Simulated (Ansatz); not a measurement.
## Zn under changes of volume

One of the cells (15.330 Å³/atom); the others are scaled copies at fixed shape and fractional positions:

```
Zn
1.0
     2.67000    0.00000    0.00000
    -1.33500    2.31229    0.00000
     0.00000    0.00000    4.96600
Zn
2
Direct
  0.66667 0.33333 0.75000
  0.33333 0.66667 0.25000
```

* Program: Ansatz 0.2.0
* Functional: PBE
* Potentials or basis: all-electron LAPW, scalar-relativistic
* Cutoff: 285 eV (chosen from the basis error)
* Basis error allowed: 0.0005 eV/atom
* k mesh: 11 × 11 × 6
* Occupations: fermi-dirac, width 0.05 eV
* Spin: no spin polarisation

```tsv
volume (Å³/atom)	energy over the lowest point (meV/atom)	pressure (GPa)
14.410	10.01	4.5
14.716	3.33	2.5
15.023	?	?
15.330	0.00	-0.7
15.636	2.58	-2.0
15.943	7.54	-3.2
16.249	14.61	-4.2
```

What does the run at 15.023 Å³/atom give?

Energy over the lowest point 0.13 meV/atom; pressure 0.8 GPa.

Worked out: A Birch-Murnaghan fit of order 3 (a polynomial in V^(-2/3)) to the other rows has its minimum at 15.19 Å³/atom with B0 = V·E''(V) = 74 GPa and B' = 5.2 at fixed shape and positions, which overstates the stiffness. It gives 0.13 meV/atom at 15.023 Å³/atom, against the run's 0.13, and -dE/dV = 0.8 GPa, against 0.8.

Energies are extrapolated to zero smearing.
